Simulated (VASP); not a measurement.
Write the native input for VASP 6.6.1 that does the following.

```
Task                   : relaxation of cell and atoms
Functional             : LDA
Potentials or basis    : VASP PAW LDA potentials, release 64 (S, Na_pv)
Cutoff                 : 600 eV
k mesh                 : 8 × 8 × 8
Occupations            : methfessel-paxton, width 0.1023 eV
Spin                   : no spin polarisation
Target pressure        : 20 GPa
Dipole correction      : no
Further INCAR settings : ALGO = Normal; EDIFF = 1e-06; IBRION = 2; EDIFFG = -0.01; NSW = 60; ISIF = 3
Target pressure        : 20 GPa
```

The structure of Na2S lies in POSCAR:

```
Na2S
1.0
    0.0000000000      3.3047335900      3.3047335900
    3.3047335900      0.0000000000      3.3047335900
    3.3047335900      3.3047335900      0.0000000000
S Na
1 2
Direct
    0.0000000000      0.0000000000      0.0000000000
    0.2500000000      0.2500000000      0.2500000000
    0.7500000000      0.7500000000      0.7500000000
```

One way to write it, as run:

INCAR

```
PREC = Accurate
ENCUT = 600
EDIFF = 1E-6
ISMEAR = 1
SIGMA = 0.1023
LREAL = F
LASPH = T
NELM = 100
ALGO = Normal
ISIF = 3
LWAVE = F
LCHARG = F
GGA = CA
IBRION = 2
NSW = 60
EDIFFG = -0.01
PSTRESS = 200.0
```

KPOINTS

```
Automatic mesh
0
Gamma
  8 8 8
```

Potentials or basis: VASP PAW LDA potentials, release 64 (S, Na_pv).

Run with:

```sh
$ cat potpaw_LDA.64/S/POTCAR potpaw_LDA.64/Na_pv/POTCAR > POTCAR
$ mpirun -np 1 vasp_std > vasp.out
```

It gave:

| Property | Result |
| --- | --- |
| Relaxed volume | 16.01 Å³/atom |
| Relaxed cell | a = 4.080 Å, b = 4.080 Å, c = 4.080 Å, α = 60.00°, β = 60.00°, γ = 60.00° |
| Space group after relaxing (to 0.05 Å) | Fm-3m (No. 225) |
| Energy change on relaxing (the enthalpy is what falls) | +248.0 meV/atom |
| Ionic steps | 6 |
| Pressure after relaxing | 20.0 GPa |
| Band gap on the k mesh | 3.63 eV, indirect (least direct gap 3.73 eV) |

Caveat: the cell is relaxed towards a set pressure, so the enthalpy falls and the energy may rise; the volume moved by over 15 % at a fixed basis, so the end points are rough.

Run time: 2.4 min on 1 thread of AMD EPYC 7R13 Processor (Zen 3), with other jobs on the host, peak memory 0.18 GiB.
